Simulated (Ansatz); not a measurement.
Here is an Ansatz 0.2.0 calculation.

input.yaml

```yaml
crystal:
  lattice:
    - [2.34465, -1.7134, 0.0]
    - [2.34465, 1.7134, 0.0]
    - [-0.8605543552, 0.0, 5.0594363927]
  atoms:
    - { symbol: Cu, position: [0.4968, 0.0032, 0.5] }
    - { symbol: Cu, position: [0.0032, 0.4968, 0.0] }
    - { symbol: O, position: [0.4056, 0.5714, 0.7537] }
    - { symbol: O, position: [0.5714, 0.4056, 0.2537] }
hamiltonian:
  xc: pbe
  pseudopotentials: { kind: paw, level: accurate }
kpoints:
  mp_grid: { grid: [10, 10, 5] }
  band_path:
    path:
      - [[0.0, 0.0, 0.0], [-0.5, -0.5, 0.0], [-0.5249462874, -0.5249462874, 0.3256415493], [-0.5, -0.5, 0.5], [-0.6336780905, -0.3663219095, 0.5]]
      - [[-0.3663219095, 0.3663219095, 0.5], [0.0, 0.0, 0.5], [-0.4750537126, -0.4750537126, 0.6743584507]]
      - [[-0.5, -0.5, 0.0], [-0.6126314136, -0.3873685864, 0.0]]
      - [[-0.3873685864, 0.3873685864, 0.0], [0.0, 0.0, 0.0], [-0.5, 0.0, 0.0]]
      - [[-0.5, 0.0, 0.5], [0.0, 0.0, 0.0]]
    npoints: 14
scf:
  occupations: { method: fermi_dirac, width: 0.05 }
  n_extra_bands: 10
output:
  forces: true
  stress: true
  eigenvalues: true
  fatbands: false
  write_density: true
  write_potential: true
  elf: true
  volumetric_format: npy
```

Potentials or basis: Ansatz PAW earlier set.

Command:

```sh
$ ansatz run input.yaml --threads 2 --pin off --max-ram 5632MiB --backend cpu --events-out ev --progress --plain --runs-dir out
```

**Question.** Predict the largest force.

**Answer.** 0.760 eV/Å.

**Question.** Predict the pressure.

**Answer.** 5.7 GPa.

**Question.** Estimate the band gap on the k mesh.

**Answer.** None (metal or under the smearing width).

Stress tensor (GPa, compression positive):
```
 5.47  0.00 -1.76
 0.00  6.63  0.00
-1.76  0.00  4.92
```

Caveat: the run has no spin polarisation, though such a crystal can be magnetic; semilocal functionals often make such compounds metallic where correlation or magnetic order opens a gap, which also shifts bond lengths. With open d or f shells a metallic result of PBE can be an artefact of self-interaction; +U or a hybrid may open a gap.
